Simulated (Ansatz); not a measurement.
Consider the following.

Ti₃SiC₂:
Space group P6₃/mmc (No. 194); a = b = 3.042 Å, c = 17.583 Å, α = β = 90.00°, γ = 120.00°

| atom | site | symmetry | x | y | z |
|---|---|---|---|---|---|
| Ti | 4f | 3m. | 0.6667 | 0.3333 | 0.1349 |
| Ti | 2a | -3m. | 0.0000 | 0.0000 | 0.0000 |
| Si | 2b | -6m2 | 0.0000 | 0.0000 | 0.2500 |
| C | 4f | 3m. | 0.3333 | 0.6667 | 0.0722 |

This is the PBEsol-relaxed structure.

**Question.** All from PBEsol in the plane-wave PAW code Ansatz, unless another level is named. Give the electronic character.

**Answer.** metallic (no gap).

**Question.** Next, the formation energy from the elements (no fitted shifts)?

**Answer.** -916 meV/atom.

**Question.** Give the density of states at the Fermi level.

**Answer.** 0.35 states/eV per atom (mean over ±0.08 eV).

Space group P6_3/mmc. Symmetry was held in the PBEsol relaxation; of distortions, only those at the zone centre were tested. No spin polarisation was allowed. The references are the lowest solids computed at this level, not always the standard phases.

Potentials: the later of the program's two PAW sets.
